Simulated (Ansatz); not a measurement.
# TaS2: the cost of one run

Method: DFT LDA+U (U_eff = 4 eV on Ta d, around-mean-field double counting), plane waves, PAW, no spin–orbit coupling unless a run says so, in Ansatz 0.2.0.

**1. The structure to begin with**

It takes space group P-3m1 (No. 164, trigonal). Conventional cell: a = 3.350 Å, b = 3.350 Å, c = 5.860 Å, α = 90.00°, β = 90.00°, γ = 120.00°. Around Ta (site symmetry -3m) lie 6 S at 2.43 Å. Around S (site symmetry 3m) lie 3 Ta at 2.43 Å.

Coordinates:

```cif
data_structure
_symmetry_space_group_name_H-M 'P 1'
_symmetry_Int_Tables_number 1
_cell_length_a 3.3500
_cell_length_b 3.3500
_cell_length_c 5.8600
_cell_angle_alpha 90.000
_cell_angle_beta 90.000
_cell_angle_gamma 120.000
_cell_volume 56.95
loop_
_atom_site_label
_atom_site_type_symbol
_atom_site_fract_x
_atom_site_fract_y
_atom_site_fract_z
_atom_site_occupancy
Ta1 Ta 0.00000 0.00000 0.00000 1
S1 S 0.33333 0.66667 0.25000 1
S2 S 0.66667 0.33333 0.75000 1
```

Magnetic order typed: ferromagnetic.

**2. From atoms, symmetry kept, no search**

input.yaml reads:

```yaml
crystal:
  lattice:
    - [3.3500014, 0.0, 0.0]
    - [-1.6750007, 2.90118631, 0.0]
    - [0.0, 0.0, 5.85999874]
  atoms:
    - { symbol: Ta, position: [0.0, 0.0, 0.0], spin: 1.0, spin_axis: [0.707107, 0.707107, 0.0] }
    - { symbol: S, position: [0.3333333333, 0.6666666667, 0.25] }
    - { symbol: S, position: [0.6666666667, 0.3333333333, 0.75] }
basis:
  ecutwfc: 420
  ecutrho_ratio: 4
kpoints:
  mp_grid: { grid: [7, 7, 3] }
hamiltonian:
  xc: lda
  hubbard: { sites: [{ site: 0, l: d, u_eff: 4.0 }], double_counting: amf }
scf:
  occupations: { method: gaussian, width: 0.05 }
  lower_state_search: "off"
  max_iter: 150
output:
  forces: true
  stress: true
  eigenvalues: true
  populations: true
  hubbard: { sites: [{ site: 0, l: d }] }
magnetization:
  noncollinear: true
  spin_orbit: true
```

This run includes spin–orbit coupling.

The run is started by

```bash
> ansatz run input.yaml --threads 4 --pin off --max-ram 6144MiB --backend cpu --events-out ev --progress --plain --runs-dir out
```

What time and memory should one allow on 4 threads of Arm Neoverse N1, shared host?

About 3.2 min, with a peak of 1.1 GiB.
